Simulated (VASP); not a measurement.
# Mg (P6_3/mmc) in VASP: density of states with PBE

Aim: the density of states of Mg with PBE.

All numbers are computed with VASP 6.6.1; they aren't measurements. Logs are shortened: lines on timing, memory, paths and dates and some standing lists are left out, and cuts for length are marked.

## (1) Starting point

Symmetry: P6_3/mmc, No. 194, hexagonal system. Conventional cell: a = 3.196 Å, b = 3.196 Å, c = 10.395 Å, α = 90.00°, β = 90.00°, γ = 120.00°. Mg (site symmetry -3m) is surrounded by 12 Mg at 3.19 to 3.20 Å. Mg (site symmetry -6m2) has 12 Mg at 3.19 to 3.20 Å as nearest neighbours.

## (2) Density of states, PBE

Input file POSCAR:

```
Mg
1.0
    3.1959731071      0.0000000000      0.0000000000
   -1.5979865536      2.7677939005      0.0000000000
    0.0000000000      0.0000000000     10.3952417388
Mg
4
Direct
    0.0000000000      0.0000000000      0.0000000000
    0.0000000000      0.0000000000      0.5000000000
    0.3333333333      0.6666666667      0.2500000000
    0.6666666667      0.3333333333      0.7500000000
```

Input file INCAR.step1:

```
SYSTEM = Mg
PREC = Accurate
ENCUT = 520
EDIFF = 1E-6
ISMEAR = -1
SIGMA = 0.08
LREAL = .False.
LASPH = .True.
NELM = 100
ALGO = Fast
ISIF = 2
LWAVE = .False.
LCHARG = .True.
GGA = PE
NBANDS = 12
```

Input file KPOINTS.step1:

```
Automatic mesh
0
Gamma
  11 11 3
  0 0 0
```

Input file INCAR.step2:

```
SYSTEM = Mg
PREC = Accurate
ENCUT = 520
EDIFF = 1E-6
ISMEAR = -5
SIGMA = 0.08
LREAL = .False.
LASPH = .True.
NELM = 100
ALGO = Fast
ISIF = 2
LWAVE = .False.
LCHARG = .False.
GGA = PE
LORBIT = 10
NEDOS = 2001
ICHARG = 11
```

Input file KPOINTS.step2:

```
Automatic mesh
0
Gamma
  17 17 5
  0 0 0
```

Potentials or basis: VASP PAW PBE potentials, release 64 (Mg).

Run with:

```console
$ cat potpaw_PBE.64/Mg/POTCAR > POTCAR
$ cp INCAR.step1 INCAR
$ cp KPOINTS.step1 KPOINTS
$ mpirun -np 1 vasp_std > vasp.out
$ cp INCAR.step2 INCAR
$ cp KPOINTS.step2 KPOINTS
$ mpirun -np 1 vasp_std > vasp.out
```

OUTCAR:

```text
SYSTEM = Mg
   PREC = Accurate
   ENCUT = 520
   EDIFF = 1E-6
   ISMEAR = -5
   LREAL = .False.
   LASPH = .True.
   NELM = 100
   ISIF = 2
   GGA = PE
   LORBIT = 10
   ICHARG = 11

 ion  position               nearest neighbor table
   1  0.000  0.000  0.000-   3 3.19   4 3.19   3 3.19   4 3.19   4 3.19   3 3.19
   2  0.000  0.000  0.500-   3 3.19   4 3.19   3 3.19   4 3.19   4 3.19   3 3.19
   3  0.333  0.667  0.250-   1 3.19   2 3.19   1 3.19   2 3.19   1 3.19   2 3.19
   4  0.667  0.333  0.750-   1 3.19   2 3.19   1 3.19   2 3.19   1 3.19   2 3.19

  LATTYP: Found a hexagonal cell.
 ALAT       =     3.1959731071
 C/A-ratio  =     3.2526061360

  Lattice vectors:

 A1 = (   3.1959731071,   0.0000000000,   0.0000000000)
 A2 = (  -1.5979865536,   2.7677939005,   0.0000000000)
 A3 = (   0.0000000000,   0.0000000000,  10.3952417388)

Analysis of symmetry for initial positions (statically):
=====================================================================
 Subroutine PRICEL returns:
 Original cell was already a primitive cell.

 Routine SETGRP: Setting up the symmetry group for a
 hexagonal supercell.

 Subroutine GETGRP returns: Found 24 space group operations
 (whereof 12 operations were pure point group operations)
 out of a pool of 24 trial point group operations.

The static configuration has the point symmetry D_3d.
 The point group associated with its full space group is D_6h.

Analysis of symmetry for dynamics (positions and initial velocities):
=====================================================================
 Subroutine PRICEL returns:
 Original cell was already a primitive cell.

 Routine SETGRP: Setting up the symmetry group for a
 hexagonal supercell.

 Subroutine GETGRP returns: Found 24 space group operations
 (whereof 12 operations were pure point group operations)
 out of a pool of 24 trial point group operations.

The dynamic configuration has the point symmetry D_3d.
 The point group associated with its full space group is D_6h.

 Subroutine INISYM returns: Found 24 space group operations
 (whereof 12 operations are pure point group operations),
 and found     1 'primitive' translations

----------------------------------------------------------------------------------------

                                     Primitive cell

  volume of cell :      91.9542

  direct lattice vectors                    reciprocal lattice vectors
     3.195973107  0.000000000  0.000000000     0.312893747  0.180649289  0.000000000
    -1.597986554  2.767793901  0.000000000     0.000000000  0.361298578  0.000000000
     0.000000000  0.000000000 10.395241739     0.000000000  0.000000000  0.096197859

  length of vectors
     3.195973107  3.195973107 10.395241739     0.361298578  0.361298578  0.096197859

  position of ions in fractional coordinates (direct lattice)
     0.000000000  0.000000000  0.000000000
     0.000000000  0.000000000  0.500000000
     0.333333333  0.666666667  0.250000000
     0.666666667  0.333333333  0.750000000

  ion indices of the primitive-cell ions
   primitive index   ion index
                 1           1
                 2           2
                 3           3
                 4           4

----------------------------------------------------------------------------------------

 KPOINTS: Automatic mesh

Automatic generation of k-mesh.
 Grid dimensions read from file:
 generate k-points for:   17   17    5

 Generating k-lattice:

  Cartesian coordinates                     Fractional coordinates (reciprocal lattice)
     0.018405515  0.010626429  0.000000000     0.058823529  0.000000000  0.000000000
     0.000000000  0.021252858  0.000000000     0.000000000  0.058823529  0.000000000
     0.000000000  0.000000000  0.019239572     0.000000000  0.000000000  0.200000000

  Length of vectors
     0.021252858  0.021252858  0.019239572

  Shift w.r.t. Gamma in fractional coordinates (k-lattice)
     0.000000000  0.000000000  0.000000000

 TETIRR: Found   1343 inequivalent tetrahedra from     8670

 Subroutine IBZKPT returns following result:
 ===========================================

 Found     99 irreducible k-points:

 Following reciprocal coordinates:
            Coordinates               Weight
  0.000000  0.000000  0.000000      1.000000
  0.058824 -0.000000  0.000000      6.000000
  0.117647  0.000000  0.000000      6.000000
  0.176471  0.000000  0.000000      6.000000
  0.235294  0.000000  0.000000      6.000000
  0.294118  0.000000  0.000000      6.000000
[... 16 lines left out ...]
  0.411765  0.117647  0.000000     12.000000
  0.176471  0.176471  0.000000      6.000000
 [... further k-points ...]
   k-points           NKPTS =     99   k-points in BZ     NKDIM =     99   number of bands    NBANDS=      8
   number of dos      NEDOS =   2001   number of ions     NIONS =      4
   total plane-waves  NPLWV =  46080
   dimension x,y,z NGX =    24 NGY =   24 NGZ =   80
   dimension x,y,z NGXF=    48 NGYF=   48 NGZF=  160
   ions per type =               4
   NGX,Y,Z   is equivalent  to a cutoff of  12.48, 12.48, 12.79 a.u.
   NGXF,Y,Z  is equivalent  to a cutoff of  24.97, 24.97, 25.59 a.u.
 SYSTEM =  Mg
   PREC   = accura    normal or accurate (medium, high low for compatibility)
   ISTART =      0    job   : 0-new  1-cont  2-samecut
   ICHARG =     11    charge: 1-file 2-atom 10-const
   ISPIN  =      1    spin polarized calculation?
   LNONCOLLINEAR =      F non collinear calculations
   LSORBIT =      F    spin-orbit coupling
   LASPH  =      T    aspherical Exc in radial PAW
   ENCUT  =  520.0 eV  38.22 Ry    6.18 a.u.   5.94  5.94 19.33*2*pi/ulx,y,z
   NELM   =    100;   NELMIN=  2; NELMDL=  0     # of ELM steps
   EDIFF  = 0.1E-05   stopping-criterion for ELM
   LREAL  =      F    real-space projection
[... 7 lines left out ...]
   TEBEG  =    0.0;   TEEND  =   0.0 temperature during run
   PSTRESS=    0.0 pullay stress
   NELECT =       8.0000    total number of electrons
   NUPDOWN=      -1.0000    fix difference up-down
   EMIN   =  10.00;   EMAX   =-10.00  energy-range for DOS
   EFERMI =   0.00;   METHOD = LEGACY
   ISMEAR =    -5;   SIGMA  =   0.08  broadening in eV -4-tet -1-fermi 0-gaus
   EFERMI_NEDOS =   21; number of points for ismear=-14 and -15
   IALGO  =     68    algorithm
   IMIX   =      4    mixing-type and parameters
     AMIX     =   0.40;   BMIX     =  1.00
     AMIX_MAG =   1.60;   BMIX_MAG =  1.00
  volume/ion in A,a.u.               =      22.99       155.13
  Fermi-wavevector in a.u.,A,eV,Ry     =   0.725406  1.370818  7.159570  0.526214
  Thomas-Fermi vector in A             =   1.816119
   LORBIT       =     10    0 simple, 1 ext, 2 COOP (PROOUT), +10 PAW based schemes
   GGA     = PE    functional components
   LHFCALC =     F    Hartree Fock is set to
   AEXX    =    0.0000 exact exchange contribution
   IVDW    =     0    specifies the selected vdW correction
   LEPSILON=     F    determine dielectric tensor
   LRPA    =     F    only Hartree local field effects (RPA)
 non-spin polarized calculation
 RMM-DIIS sequential band-by-band and
 Fermi weights with tetrahedron method with Bloechl corrections
  energy-cutoff  :      520.00
  volume of cell :       91.95
 maximum number of plane-waves:      2500
 NGX is ok and might be reduce to    24

 number of electron       8.0000000 magnetization

 Free energy of the ion-electron system (eV)
  ---------------------------------------------------
  ext. energy  EPLUGINS =         0.00000000
  ---------------------------------------------------
  free energy    TOTEN  =        -6.00591217 eV

  energy without entropy =       -6.00591217  energy(sigma->0) =       -6.00591217

 E-fermi :   2.6548     XC(G=0):  -8.4870

 val. band max:        2.8812699089   @ k =   0.2941   0.2941   0.4000
 cond. band min:       2.5501813746   @ k =   0.4706   0.0588   0.2000
 fundamental gap:     -0.3310885343
 Fermi energy:         2.6548282755

 k-point     1 :       0.0000    0.0000    0.0000
  band No.  band energies     occupation
      1      -4.2996      2.00000
      2      -2.9136      2.00000
      3      -2.9114      2.00000
      4       0.9345      2.00000
      5       1.3692      2.00000
      6       7.6205      0.00000
      7       7.6294      0.00000
      8      13.6015      0.00000

 k-point     2 :       0.0588   -0.0000    0.0000
  band No.  band energies     occupation
      1      -4.2314      2.00000
      2      -2.8464      2.00000
      3      -2.8443      2.00000
      4       0.9967      2.00000
      5       1.4356      2.00000
      6       7.6725      0.00000
      7       7.6842      0.00000
      8      12.1045      0.00000

 k-point     3 :       0.1176    0.0000    0.0000
  band No.  band energies     occupation
      1      -4.0272      2.00000
      2      -2.6452      2.00000
      3      -2.6430      2.00000
      4       1.1834      2.00000
      5       1.6337      2.10053
      6       7.8144      0.00000
      7       7.8422      0.00000
      8      10.3307      0.00000
[... 210 lines left out ...]
 k-point    23 :       0.4118    0.1176    0.0000
  band No.  band energies     occupation
      1       0.1590      2.00000
      2       1.2234      2.00000
      3       1.4348      2.00000
      4       1.4667      2.00000
      5       2.6551      0.97351
      6       2.6735      0.27216
      7       5.1309      0.00000
      8       5.6116      0.00000

 k-point    24 :       0.1765    0.1765    0.0000
  band No.  band energies     occupation
      1      -2.4761      2.00000
      2      -1.1172      2.00000
      3      -1.1143      2.00000
      4       2.6154      1.66346
      5       3.0654     -0.00393
      6       6.2054      0.00000
      7       6.5216      0.00000
      8       7.2469      0.00000

 [... further k-points ...]
[... 5 lines left out ...]
  --------------------------------------------------------------------------------------
  -------------------------------------------------------------------------------------
  Total       -0.1339751     -0.1339751     -0.0325312      0.0000000      0.0000000      0.0000000
  in kB       -2.3343351     -2.3343351     -0.5668116      0.0000000      0.0000000      0.0000000
  external PRESSURE =      -1.7451606 kB  Pullay stress =       0.0000000 kB

 VOLUME and BASIS-vectors are now :
 -----------------------------------------------------------------------------
  energy-cutoff  :      520.00
  volume of cell :       91.95
      direct lattice vectors                 reciprocal lattice vectors
     3.195973107  0.000000000  0.000000000     0.312893747  0.180649289  0.000000000
    -1.597986554  2.767793901  0.000000000     0.000000000  0.361298578  0.000000000
     0.000000000  0.000000000 10.395241739     0.000000000  0.000000000  0.096197859

 POSITION                                       TOTAL-FORCE (eV/Angst)
 -----------------------------------------------------------------------------------
      0.00000      0.00000      0.00000        -0.000000      0.000000      0.000000
      0.00000      0.00000      5.19762        -0.000000      0.000000      0.000000
     -0.00000      1.84520      2.59881        -0.000000     -0.000000      0.000000
      1.59799      0.92260      7.79643         0.000000     -0.000000     -0.000000
 -----------------------------------------------------------------------------------
    total drift:                               -0.000000     -0.000000      0.000000

  FREE ENERGIE OF THE ION-ELECTRON SYSTEM (eV)
  ---------------------------------------------------
  free  energy   TOTEN  =        -6.0059121699 eV

  energy  without entropy=       -6.0059121699  energy(sigma->0) =       -6.00591217

 total charge

# of ion       s       p       d       tot
------------------------------------------
    1        0.206   0.127   0.011   0.345
    2        0.206   0.127   0.011   0.345
    3        0.211   0.124   0.012   0.347
    4        0.211   0.124   0.012   0.347
--------------------------------------------------
tot          0.835   0.503   0.046   1.384
```

It took 40 s on 1 thread of Intel Xeon Platinum 8488C (Sapphire Rapids), shared host; peak memory 0.23 GiB.

Results:

- Valence electrons inside the program's atomic spheres: Mg 0.34, 0.35

Levels at points of the mesh, in eV from the Fermi level:
```
           k point  band 1  band 2  band 3  band 4  band 5  band 6  band 7  band 8
(0.00, 0.00, 0.00)   -6.95   -5.57   -5.57   -1.72   -1.29    4.97    4.97   10.95
```

States per cell in windows of 1 eV (zero at the Fermi level; states under -7 eV left out):
```csv
from (eV),total,Mg3_s,Mg4_s,Mg1_s,Mg2_s,Mg1_p,Mg2_p
-7.0,0.37,0.02,0.02,0.02,0.02,0.00,0.00
-6.0,0.78,0.03,0.03,0.03,0.03,0.00,0.00
-5.0,1.00,0.03,0.03,0.03,0.03,0.01,0.01
-4.0,1.18,0.04,0.04,0.04,0.04,0.02,0.02
-3.0,1.44,0.04,0.04,0.04,0.04,0.02,0.02
-2.0,1.66,0.03,0.03,0.03,0.03,0.04,0.04
-1.0,1.58,0.03,0.03,0.02,0.02,0.04,0.04
0.0,1.91,0.03,0.03,0.04,0.04,0.04,0.04
1.0,1.93,0.03,0.03,0.03,0.03,0.04,0.04
2.0,1.70,0.03,0.03,0.02,0.02,0.04,0.04
3.0,1.01,0.01,0.01,0.01,0.01,0.03,0.03
4.0,0.59,0.01,0.01,0.01,0.01,0.02,0.02
5.0,0.38,0.00,0.00,0.00,0.00,0.01,0.01
6.0,0.23,0.00,0.00,0.00,0.00,0.01,0.01
7.0,0.13,0.00,0.00,0.00,0.00,0.00,0.00
```

Caveat: tetrahedron occupations give inexact forces and stress in metals.
